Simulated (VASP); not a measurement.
Runs of VASP 6.6.1 on BN. It takes space group R3m (No. 160, trigonal). The conventional cell has a = 2.502 Å, b = 2.502 Å, c = 10.119 Å, α = 90.00°, β = 90.00°, γ = 120.00°. Around N (site symmetry 3m) lie 3 B at 1.44 Å. B (site symmetry 3m) has 3 N at 1.44 Å as nearest neighbours. The cell is a database's computed one.

```tsv
task	level	potentials or basis	cell	k mesh	cutoff (eV)	smearing	grid for exact exchange (PRECFOCK)	mesh quality	gap on the mesh (eV)	pressure (GPa)
single point	HSEsol+D3(BJ)	VASP PAW PBE potentials, release 64 (N, B)	volume scaled by 1.25	6 × 6 × 6	500	gaussian 0.05 eV	Fast	coarse	5.17	-40.4
single point	RPBE	VASP PAW PBE potentials, release 64 (N, B)	as given	12 × 12 × 12	520	gaussian 0.1 eV	-	not flagged	4.39	(a)
dielectric tensor	LDA	VASP PAW LDA potentials, release 64 (N_h, B_h)	as given	12 × 12 × 12	900	tetrahedron	-	not flagged	4.10	-
Born charges and dielectric tensor	PBEsol	VASP PAW PBE potentials, release 64 (N, B)	as given	12 × 12 × 12	520	gaussian 0.05 eV	-	not flagged	(b)	-
```

Alike in all rows: no spin polarisation.

Question: Fill in the values left out.

Answer: (a) 7.5; (b) 4.18.

Caveats: some runs use coarse meshes; the PAW data sets were made with another functional, which shifts forces and pressure a little (some runs); the cutoff is under 1.25 times the usual one of these potentials, so pressure, stress and relaxed cells hold a basis-set (Pulay) error (some runs).

A k mesh can miss the band edges.

Runs at the PBE level aren't shown here.
